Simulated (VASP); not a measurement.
# Se (P3_121) in VASP: further runs

The runs below take Se through single point, with PBE.

Everything below comes from runs of VASP 6.6.1. Logs are shortened: lines on timing, memory, paths and dates and some standing lists are left out, and cuts for length are marked.

## Step 1: The crystal as given

Symmetry: P3_121, No. 152, trigonal system. Conventional cell: a = 4.366 Å, b = 4.366 Å, c = 4.954 Å, α = 90.00°, β = 90.00°, γ = 120.00°. Around Se (site symmetry 2) lie 2 Se at 2.37 Å.

## Step 2: Single point, PBE, spin-orbit coupling, no magnetisation

The input, INCAR:

```
PREC = Accurate
ENCUT = 400
EDIFF = 1E-7
ISMEAR = 0
SIGMA = 0.02
LREAL = F
LASPH = T
NELM = 100
ALGO = Normal
ISIF = 2
LWAVE = F
LCHARG = F
MAGMOM = 0 0 0 0 0 0 0 0 0
LORBIT = 11
LSORBIT = T
GGA_COMPAT = F
GGA = PE
NBANDS = 34
```

The input, KPOINTS:

```
Automatic mesh
0
Gamma
  6 6 5
```

The input, POSCAR:

```
Se
1.0
    4.3662000000      0.0000000000      0.0000000000
   -2.1831000000      3.7812401180      0.0000000000
    0.0000000000      0.0000000000      4.9536000000
Se
3
Direct
    0.7746000000      0.7746000000      0.0000000000
    0.0000000000      0.2254000000      0.6666666667
    0.2254000000      0.0000000000      0.3333333333
```

Potentials or basis: VASP PAW PBE potentials, release 64 (Se).

On the command line:

```console
cat potpaw_PBE.64/Se/POTCAR > POTCAR
mpirun -np 1 vasp_ncl > vasp.out
```

OUTCAR:

```text
PREC = Accurate
   ENCUT = 400
   EDIFF = 1E-7
   ISMEAR = 0
   LREAL = F
   LASPH = T
   NELM = 100
   ISIF = 2
   LORBIT = 11
   LSORBIT = T
   GGA = PE

 Found     38 irreducible k-points:

 Following reciprocal coordinates:
            Coordinates               Weight
  0.000000  0.000000  0.000000      1.000000
  0.166667  0.000000  0.000000      6.000000
  0.333333  0.000000  0.000000      6.000000
  0.500000  0.000000  0.000000      3.000000
  0.166667  0.166667  0.000000      3.000000
 -0.166667 -0.166667  0.000000      3.000000
   k-points           NKPTS =     38   k-points in BZ     NKDIM =     38   number of bands    NBANDS=     34
   number of dos      NEDOS =    301   number of ions     NIONS =      3
   total plane-waves  NPLWV =  25088
   dimension x,y,z NGX =    28 NGY =   28 NGZ =   32
   dimension x,y,z NGXF=    56 NGYF=   56 NGZF=   64
   ions per type =               3
   NGX,Y,Z   is equivalent  to a cutoff of  10.66, 10.66, 10.74 a.u.
   NGXF,Y,Z  is equivalent  to a cutoff of  21.32, 21.32, 21.48 a.u.
 SYSTEM =  unknown system
   PREC   = accura    normal or accurate (medium, high low for compatibility)
   ISTART =      0    job   : 0-new  1-cont  2-samecut
   ICHARG =      2    charge: 1-file 2-atom 10-const
   ISPIN  =      1    spin polarized calculation?
   LNONCOLLINEAR =      T non collinear calculations
   LSORBIT =      T    spin-orbit coupling
   LASPH  =      T    aspherical Exc in radial PAW
   ENCUT  =  400.0 eV  29.40 Ry    5.42 a.u.   7.12  7.12  8.08*2*pi/ulx,y,z
   NELM   =    100;   NELMIN=  2; NELMDL= -5     # of ELM steps
   EDIFF  = 0.1E-06   stopping-criterion for ELM
   LREAL  =      F    real-space projection
   EDIFFG = 0.1E-05   stopping-criterion for IOM
   NSW    =      0    number of steps for IOM
   IBRION =     -1    ionic relax: 0-MD 1-quasi-New 2-CG
   NFREE  =      0    steps in history (QN), initial steepest desc. (CG)
   ISIF   =      2    stress and relaxation
   ISYM   =      2    0-nonsym 1-usesym 2-fastsym
   POTIM  = 0.5000    time-step for ionic-motion
   TEBEG  =    0.0;   TEEND  =   0.0 temperature during run
   PSTRESS=    0.0 pullay stress
   NELECT =      18.0000    total number of electrons
   NUPDOWN=      -1.0000    fix difference up-down
   EMIN   =  10.00;   EMAX   =-10.00  energy-range for DOS
   EFERMI =   0.00;   METHOD = LEGACY
   ISMEAR =     0;   SIGMA  =   0.02  broadening in eV -4-tet -1-fermi 0-gaus
   EFERMI_NEDOS =   21; number of points for ismear=-14 and -15
   IALGO  =     38    algorithm
   IMIX   =      4    mixing-type and parameters
     AMIX     =   0.40;   BMIX     =  1.00
     AMIX_MAG =   1.60;   BMIX_MAG =  1.00
  volume/ion in A,a.u.               =      27.26       183.96
  Fermi-wavevector in a.u.,A,eV,Ry     =   0.988430  1.867862 13.292817  0.976995
  Thomas-Fermi vector in A             =   2.119956
   LORBIT       =     11    0 simple, 1 ext, 2 COOP (PROOUT), +10 PAW based schemes
   GGA     = PE    functional components
   LHFCALC =     F    Hartree Fock is set to
   AEXX    =    0.0000 exact exchange contribution
   IVDW    =     0    specifies the selected vdW correction
   LEPSILON=     F    determine dielectric tensor
   LRPA    =     F    only Hartree local field effects (RPA)
 Gauss-broadening in eV      SIGMA  =   0.02
  energy-cutoff  :      400.00
  volume of cell :       81.78
 maximum number of plane-waves:      3018
   NGX = 15   NGY = 15   NGZ = 17

 number of electron      18.0000000 magnetization       0.0000000      0.0000000      0.0000000

 number of electron      18.0000000 magnetization      -0.0000000     -0.0000000      0.0000000

 number of electron      18.0000000 magnetization      -0.0000000     -0.0000000     -0.0000000

 number of electron      18.0000000 magnetization       0.0000000      0.0000000     -0.0000000

 Free energy of the ion-electron system (eV)
  ---------------------------------------------------
  ext. energy  EPLUGINS =         0.00000000
  ---------------------------------------------------
  free energy    TOTEN  =       -10.53626379 eV

  energy without entropy =      -10.53626379  energy(sigma->0) =      -10.53626379

 E-fermi :   2.7746     XC(G=0):  -8.8417

 val. band max:        2.6488529826   @ k =  -0.3333  -0.3333  -0.4000
 cond. band min:       3.8355828569   @ k =   0.0000   0.0000   0.4000
 fundamental gap:      1.1867298743
 Fermi energy:         2.7745879190

 k-point     1 :       0.0000    0.0000    0.0000
  band No.  band energies     occupation
      1     -13.1706      1.00000
      2     -13.1706      1.00000
      3      -9.0484      1.00000
      4      -9.0484      1.00000
      5      -9.0473      1.00000
      6      -9.0473      1.00000
[... 22 lines left out ...]
     29       9.1628      0.00000
     30       9.1628      0.00000

 k-point     2 :       0.1667    0.0000    0.0000
  band No.  band energies     occupation
      1     -13.0656      1.00000
      2     -13.0655      1.00000
      3      -9.1466      1.00000
      4      -9.1441      1.00000
      5      -9.0385      1.00000
      6      -9.0371      1.00000
[... 124 lines left out ...]
 k-point     6 :      -0.1667   -0.1667    0.0000
  band No.  band energies     occupation
      1     -12.8919      1.00000
      2     -12.8916      1.00000
      3      -9.2888      1.00000
      4      -9.2850      1.00000
      5      -9.0612      1.00000
      6      -9.0586      1.00000
[... 22 lines left out ...]
     29      10.7570      0.00000
     30      10.7641      0.00000

 [... further k-points ...]

 [bands above 30 left out]

------------------------ aborting loop because EDIFF is reached ----------------------------------------

  FORCE on cell =-STRESS in cart. coord.  units (eV):
  Direction    XX          YY          ZZ          XY          YZ          ZX
  --------------------------------------------------------------------------------------
  -------------------------------------------------------------------------------------
  Total        1.1915824      1.1915824      2.1460857      0.0000000      0.0000000      0.0000000
  in kB       23.3440317     23.3440317     42.0434969      0.0000000      0.0000000      0.0000000
  external PRESSURE =      29.5771867 kB  Pullay stress =       0.0000000 kB

 VOLUME and BASIS-vectors are now :
 -----------------------------------------------------------------------------
  energy-cutoff  :      400.00
  volume of cell :       81.78
      direct lattice vectors                 reciprocal lattice vectors
     4.366200000  0.000000000  0.000000000     0.229032110  0.132231751  0.000000000
    -2.183100000  3.781240118  0.000000000     0.000000000  0.264463501  0.000000000
     0.000000000  0.000000000  4.953600000     0.000000000  0.000000000  0.201873385

 POSITION                                       TOTAL-FORCE (eV/Angst)
 -----------------------------------------------------------------------------------
      1.69103      2.92895      0.00000        -0.223793     -0.387621     -0.000000
     -0.49207      0.85229      3.30240        -0.223793      0.387621     -0.000000
      0.98414      0.00000      1.65120         0.447587      0.000000      0.000000
 -----------------------------------------------------------------------------------
    total drift:                               -0.000000     -0.000001      0.000000

  FREE ENERGIE OF THE ION-ELECTRON SYSTEM (eV)
  ---------------------------------------------------
  free  energy   TOTEN  =       -10.5362637881 eV

  energy  without entropy=      -10.5362637881  energy(sigma->0) =      -10.53626379

 Spin-Orbit-Coupling matrix elements

 Ion:    1  E_soc:     -0.0448721
 l=   1
     0.0000000    -0.0072489    -0.0074956
    -0.0072489     0.0000000    -0.0076927
    -0.0074956    -0.0076927     0.0000000
 l=   2
     0.0000000     0.0000015     0.0000000     0.0000001     0.0000026
     0.0000015     0.0000000    -0.0000029    -0.0000009     0.0000017
     0.0000000    -0.0000029     0.0000000    -0.0000010     0.0000000
     0.0000001    -0.0000009    -0.0000010     0.0000000     0.0000001
     0.0000026     0.0000017     0.0000000     0.0000001     0.0000000
 l=   3
     0.0000000     0.0000000     0.0000000     0.0000000     0.0000000     0.0000000     0.0000000
     0.0000000     0.0000000     0.0000000     0.0000000     0.0000000     0.0000000     0.0000000
     0.0000000     0.0000000     0.0000000     0.0000000     0.0000000     0.0000000     0.0000000
     0.0000000     0.0000000     0.0000000     0.0000000     0.0000000     0.0000000     0.0000000
     0.0000000     0.0000000     0.0000000     0.0000000     0.0000000     0.0000000     0.0000000
     0.0000000     0.0000000     0.0000000     0.0000000     0.0000000     0.0000000     0.0000000
     0.0000000     0.0000000     0.0000000     0.0000000     0.0000000     0.0000000     0.0000000

 Ion:    2  E_soc:     -0.0448721
 l=   1
     0.0000000    -0.0072489    -0.0074956
    -0.0072489     0.0000000    -0.0076927
    -0.0074956    -0.0076927     0.0000000
 l=   2
     0.0000000     0.0000015     0.0000000     0.0000001     0.0000026
     0.0000015     0.0000000    -0.0000029    -0.0000009     0.0000017
     0.0000000    -0.0000029     0.0000000    -0.0000010     0.0000000
     0.0000001    -0.0000009    -0.0000010     0.0000000     0.0000001
     0.0000026     0.0000017     0.0000000     0.0000001     0.0000000
 l=   3
     0.0000000     0.0000000     0.0000000     0.0000000     0.0000000     0.0000000     0.0000000
     0.0000000     0.0000000     0.0000000     0.0000000     0.0000000     0.0000000     0.0000000
     0.0000000     0.0000000     0.0000000     0.0000000     0.0000000     0.0000000     0.0000000
     0.0000000     0.0000000     0.0000000     0.0000000     0.0000000     0.0000000     0.0000000
     0.0000000     0.0000000     0.0000000     0.0000000     0.0000000     0.0000000     0.0000000
     0.0000000     0.0000000     0.0000000     0.0000000     0.0000000     0.0000000     0.0000000
     0.0000000     0.0000000     0.0000000     0.0000000     0.0000000     0.0000000     0.0000000

 Ion:    3  E_soc:     -0.0448721
 l=   1
     0.0000000    -0.0079146    -0.0074956
    -0.0079146     0.0000000    -0.0070270
    -0.0074956    -0.0070270     0.0000000
 l=   2
     0.0000000    -0.0000005     0.0000000     0.0000023     0.0000026
    -0.0000005     0.0000000    -0.0000001    -0.0000009    -0.0000008
     0.0000000    -0.0000001     0.0000000    -0.0000038     0.0000000
     0.0000023    -0.0000009    -0.0000038     0.0000000     0.0000024
     0.0000026    -0.0000008     0.0000000     0.0000024     0.0000000
 l=   3
     0.0000000     0.0000000     0.0000000     0.0000000     0.0000000     0.0000000     0.0000000
     0.0000000     0.0000000     0.0000000     0.0000000     0.0000000     0.0000000     0.0000000
     0.0000000     0.0000000     0.0000000     0.0000000     0.0000000     0.0000000     0.0000000
     0.0000000     0.0000000     0.0000000     0.0000000     0.0000000     0.0000000     0.0000000
     0.0000000     0.0000000     0.0000000     0.0000000     0.0000000     0.0000000     0.0000000
     0.0000000     0.0000000     0.0000000     0.0000000     0.0000000     0.0000000     0.0000000
     0.0000000     0.0000000     0.0000000     0.0000000     0.0000000     0.0000000     0.0000000

 total charge

# of ion       s       p       d       tot
------------------------------------------
    1        1.513   2.184   0.058   3.754
    2        1.513   2.184   0.058   3.754
    3        1.513   2.184   0.058   3.754
--------------------------------------------------
tot          4.538   6.552   0.174  11.263

 magnetization (x)

# of ion       s       p       d       tot
------------------------------------------
    1        0.000  -0.000  -0.000  -0.000
    2        0.000  -0.000  -0.000  -0.000
    3       -0.000   0.000   0.000   0.000
--------------------------------------------------
tot         -0.000   0.000   0.000   0.000

 magnetization (y)

# of ion       s       p       d       tot
------------------------------------------
    1        0.000  -0.000  -0.000  -0.000
    2       -0.000   0.000   0.000   0.000
    3        0.000   0.000   0.000   0.000
--------------------------------------------------
tot          0.000  -0.000  -0.000  -0.000

 magnetization (z)

# of ion       s       p       d       tot
------------------------------------------
    1        0.000   0.000   0.000   0.000
    2        0.000  -0.000  -0.000  -0.000
    3       -0.000   0.000   0.000  -0.000
--------------------------------------------------
tot         -0.000  -0.000   0.000  -0.000
```

Run time: 53 s. Hardware: 1 thread of Intel Xeon 6975P-C (Granite Rapids), shared host; peak memory 0.31 GiB.

The run converged, but some of its settings lie outside the range that counts as converged, so its numbers aren't taken as properties of the crystal.

Results:

| Item | Value |
| --- | --- |
| Free energy | -10.5363 eV |
| Pressure | 3.0 GPa |
| Largest force | 0.448 eV/Å |
| Valence electrons inside the program's atomic spheres | Se 3.75 |

## Step 3: Single point, PBE, spin-orbit coupling, no magnetisation

INCAR: that of step 2 with these lines changed.

```diff
@@ -2,3 +2,3 @@
 ENCUT = 400
-EDIFF = 1E-7
+EDIFF = 1E-4
 ISMEAR = 0
```

KPOINTS is that of step 2.

POSCAR is that of step 2.

Potentials or basis: VASP PAW PBE potentials, release 64 (Se).

On the command line:

```console
cat potpaw_PBE.64/Se/POTCAR > POTCAR
mpirun -np 1 vasp_ncl > vasp.out
```

Run time: 40 s. Hardware: 1 thread of Intel Xeon 6975P-C (Granite Rapids), shared host; peak memory 0.31 GiB.

These settings aren't checked as converged: the numbers below hold their error.

Results:

```yaml
Free_energy: -10.5363 eV
Pressure: 3.0 GPa
Largest_force: 0.449 eV/Å
Valence_electrons_inside_the_program's_atomic_spheres: Se 3.75
```

## Step 4: Single point, PBE, spin-orbit coupling, no magnetisation

INCAR: that of step 3 with these lines changed.

```diff
@@ -1,4 +1,4 @@
-PREC = Accurate
+PREC = Normal
 ENCUT = 400
-EDIFF = 1E-4
+EDIFF = 1E-7
 ISMEAR = 0
```

KPOINTS is that of step 3.

POSCAR is that of step 3.

On the command line:

```console
cat potpaw_PBE.64/Se/POTCAR > POTCAR
mpirun -np 1 vasp_ncl > vasp.out
```

Run time: 30 s. Hardware: 1 thread of Intel Xeon 6975P-C (Granite Rapids), shared host; peak memory 0.25 GiB.

The run converged, but some of its settings lie outside the range that counts as converged, so its numbers aren't taken as properties of the crystal.

What came out:

```yaml
Free_energy: -10.5363 eV
Pressure: 3.0 GPa
Largest_force: 0.448 eV/Å
Valence_electrons_inside_the_program's_atomic_spheres: Se 3.75
```

## Step 5: Single point, PBE, spin-orbit coupling, no magnetisation

INCAR: that of step 4 with these lines changed.

```diff
@@ -1,2 +1,2 @@
-PREC = Normal
+PREC = Accurate
 ENCUT = 400
@@ -6,3 +6,3 @@
 LREAL = F
-LASPH = T
+LASPH = F
 NELM = 100
```

KPOINTS is that of step 4.

POSCAR is that of step 4.

Potentials or basis: VASP PAW PBE potentials, release 64 (Se).

On the command line:

```console
cat potpaw_PBE.64/Se/POTCAR > POTCAR
mpirun -np 1 vasp_ncl > vasp.out
```

OUTCAR:

```text
PREC = Accurate
   ENCUT = 400
   EDIFF = 1E-7
   ISMEAR = 0
   LREAL = F
   LASPH = F
   NELM = 100
   ISIF = 2
   LORBIT = 11
   LSORBIT = T
   GGA = PE

 Found     38 irreducible k-points:

 Following reciprocal coordinates:
            Coordinates               Weight
  0.000000  0.000000  0.000000      1.000000
  0.166667  0.000000  0.000000      6.000000
  0.333333  0.000000  0.000000      6.000000
  0.500000  0.000000  0.000000      3.000000
  0.166667  0.166667  0.000000      3.000000
 -0.166667 -0.166667  0.000000      3.000000
   k-points           NKPTS =     38   k-points in BZ     NKDIM =     38   number of bands    NBANDS=     34
   number of dos      NEDOS =    301   number of ions     NIONS =      3
   total plane-waves  NPLWV =  25088
[... 367 lines left out ...]
     0.0000000     0.0000000     0.0000000     0.0000000     0.0000000     0.0000000     0.0000000
     0.0000000     0.0000000     0.0000000     0.0000000     0.0000000     0.0000000     0.0000000
     0.0000000     0.0000000     0.0000000     0.0000000     0.0000000     0.0000000     0.0000000
     0.0000000     0.0000000     0.0000000     0.0000000     0.0000000     0.0000000     0.0000000
     0.0000000     0.0000000     0.0000000     0.0000000     0.0000000     0.0000000     0.0000000

 total charge

# of ion       s       p       d       tot
------------------------------------------
    1        1.513   2.183   0.058   3.754
    2        1.513   2.183   0.058   3.754
    3        1.513   2.183   0.058   3.754
--------------------------------------------------
tot          4.538   6.550   0.174  11.262

 magnetization (x)

# of ion       s       p       d       tot
------------------------------------------
    1        0.000  -0.000  -0.000  -0.000
    2        0.000  -0.000  -0.000  -0.000
    3       -0.000   0.000   0.000   0.000
--------------------------------------------------
tot          0.000   0.000   0.000   0.000

 magnetization (y)

# of ion       s       p       d       tot
------------------------------------------
    1        0.000  -0.000  -0.000  -0.000
    2       -0.000   0.000   0.000   0.000
    3        0.000  -0.000  -0.000  -0.000
--------------------------------------------------
tot          0.000  -0.000  -0.000  -0.000

 magnetization (z)

# of ion       s       p       d       tot
------------------------------------------
    1        0.000   0.000  -0.000  -0.000
    2        0.000   0.000   0.000   0.000
    3        0.000   0.000   0.000   0.000
--------------------------------------------------
tot          0.000   0.000  -0.000   0.000
```

OSZICAR:

```text
N       E                     dE             d eps       ncg     rms          rms(c)
DAV:   1     0.774546388180E+02    0.77455E+02   -0.60411E+03  2584   0.718E+02
DAV:   2    -0.456705202790E+01   -0.82022E+02   -0.77988E+02  3316   0.147E+02
DAV:   3    -0.105591174342E+02   -0.59921E+01   -0.59341E+01  3244   0.416E+01
DAV:   4    -0.106142313585E+02   -0.55114E-01   -0.55083E-01  3058   0.468E+00
DAV:   5    -0.106146141510E+02   -0.38279E-03   -0.38275E-03  3182   0.395E-01    0.706E+00
DAV:   6    -0.105443586053E+02    0.70256E-01   -0.35978E-02  3008   0.115E+00    0.435E+00
DAV:   7    -0.105208014560E+02    0.23557E-01   -0.70797E-02  3052   0.155E+00    0.863E-01
DAV:   8    -0.105209983501E+02   -0.19689E-03   -0.51427E-03  2800   0.396E-01    0.198E-01
DAV:   9    -0.105206734261E+02    0.32492E-03   -0.11322E-03  3022   0.198E-01    0.820E-02
DAV:  10    -0.105208167375E+02   -0.14331E-03   -0.29325E-04  2880   0.931E-02    0.250E-02
DAV:  11    -0.105208280856E+02   -0.11348E-04   -0.70608E-06  3160   0.165E-02    0.971E-03
DAV:  12    -0.105208325114E+02   -0.44258E-05   -0.30771E-06  2802   0.107E-02    0.445E-03
DAV:  13    -0.105208334021E+02   -0.89067E-06   -0.76011E-07  3080   0.507E-03    0.167E-03
DAV:  14    -0.105208334005E+02    0.15789E-08   -0.20431E-07  2842   0.256E-03
   1 F= -.10520833E+02 E0= -.10520833E+02  d E =-.498495E-19  mag=    -0.0000    -0.0000     0.0000
```

Wall time 50 s (1 thread of Intel Xeon 6975P-C (Granite Rapids), shared host); peak memory 0.31 GiB.

These settings aren't checked as converged: the numbers below hold their error.

What came out:

| Property | Result |
| --- | --- |
| Free energy | -10.5208 eV |
| Pressure | 3.0 GPa |
| Largest force | 0.451 eV/Å |
| Valence electrons inside the program's atomic spheres | Se 3.75 |
